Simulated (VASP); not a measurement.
Runs of VASP 6.6.1 on Ru. It takes space group Im-3m (No. 229, cubic). The conventional cell has a = 3.007 Å, b = 3.007 Å, c = 3.007 Å, α = 90.00°, β = 90.00°, γ = 90.00°. Ru (site symmetry m-3m) is surrounded by 8 Ru at 2.60 Å. This isn't the form of Ru at room conditions, which is hcp.

| task | level | potentials or basis | cell | k mesh | cutoff (eV) | mesh quality | gap on the mesh (eV) | pressure (GPa) | relaxed volume (Å³/atom) |
| --- | --- | --- | --- | --- | --- | --- | --- | --- | --- |
| relaxation of cell and atoms | LDA | VASP PAW LDA potentials, release 64 (Ru_pv) | relaxed | 20 × 20 × 20 | 600 | not flagged | none | 0.0 | 13.53 |
| relaxation of cell and atoms | PBE | VASP PAW PBE potentials, release 64 (Ru_pv) | relaxed | 20 × 20 × 20 | 600 | not flagged | none | 0.0 | 14.23 |
| relaxation of cell and atoms | PBEsol | VASP PAW PBE potentials, release 64 (Ru) | relaxed | 20 × 20 × 20 | 580 | not flagged | none | 0.0 | (b) |
| relaxation of cell and atoms | PBE+D3(BJ) | VASP PAW PBE potentials, release 64 (Ru_pv) | relaxed | 20 × 20 × 20 | 600 | not flagged | none | 0.0 | (a) |
| relaxation of cell and atoms | PBEsol | VASP PAW PBE potentials, release 64 (Ru_pv) | relaxed | 20 × 20 × 20 | 600 | not flagged | none | 0.0 | 13.75 |
| relaxation of cell and atoms | RPBE | VASP PAW PBE potentials, release 64 (Ru_pv) | relaxed | 20 × 20 × 20 | 600 | not flagged | none | 0.0 | 14.45 |
| relaxation of cell and atoms | PBEsol | VASP PAW PBE potentials, release 64 (Ru_pv) | relaxed | 8 × 8 × 8 | 600 | coarse | none | 0.0 | 13.73 |
| relaxation of cell and atoms | PBEsol | VASP PAW PBE potentials, release 64 (Ru_pv) | relaxed | 20 × 20 × 20 | 300 | not flagged | none | 0.0 | 13.72 |
| single point | PBEsol | VASP PAW PBE potentials, release 64 (Ru_pv) | as given | 20 × 20 × 20 | 520 | not flagged | none | 3.5 | - |

Alike in all rows: no spin polarisation; smearing gaussian 0.1 eV.

Problem. Estimate the missing entries.

Solution. (a) 13.88; (b) 13.66.

Caveats: some runs use coarse meshes; the PAW data sets were made with another functional, which shifts forces and pressure a little (some runs); pairwise dispersion overbinds metals, which lowers pressure and volume (some runs).

A k mesh can miss the band edges, and the runs leave out spin-orbit coupling on Ru.

A gap of «none» marks a metal or a gap under the smearing width.

Not every run made on this cell is shown here.
